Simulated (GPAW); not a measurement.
## Ce: single point with PBE

The system is Ce.

```
CELL_PARAMETERS angstrom
0.00000 2.58060 2.58060
2.58060 0.00000 2.58060
2.58060 2.58060 0.00000
ATOMIC_POSITIONS crystal
Ce 0.00000 0.00000 0.00000
```

| Property | Result |
| --- | --- |
| Program | GPAW 26.7.0 |
| Task | single point |
| Functional | PBE |
| Potentials or basis | GPAW PAW data sets (gpaw-data 1.2.1) |
| Cutoff | 800 eV |
| Basis | pw |
| k mesh | 9 × 9 × 9 |
| Occupations | gaussian, width 0.02 eV |
| Spin | collinear spin, ferromagnetic start |
| Starting moments | [1.0] μB |

```json
{"Pressure": "-5.3 GPa", "Band gap on the k mesh": "none (metal or under the smearing width)", "Net moment": "0.89 μB per cell", "Site moments": "Ce +0.64 μB"}
```

Levels at points of the mesh, in eV from the Fermi level:
Spin up:
```tsv
k point	band 3	band 4	band 5	band 6	band 7	band 8	band 9	band 10
(0.00, 0.00, 0.00)	-16.89	-16.89	-3.46	-0.17	0.13	0.13	0.13	0.50
```
Spin down:
| k point | band 2 | band 3 | band 4 | band 5 | band 6 | band 7 | band 8 | band 9 | band 10 | band 11 |
| --- | --- | --- | --- | --- | --- | --- | --- | --- | --- | --- |
| (0.00, 0.00, 0.00) | -16.59 | -16.59 | -16.59 | -3.18 | 0.25 | 0.57 | 0.57 | 0.57 | 0.94 | 0.94 |

Wall time 50 s on 1 thread of Arm Neoverse V2 (shared host), peak memory 0.22 GiB.

Caveat: one-centre terms of the f shell are cut off; the magnetic or orbital state may not be the lowest; spin-orbit coupling is left out, which moves the levels of the heavy elements. The state reached can hang on the start; a lower one may exist.
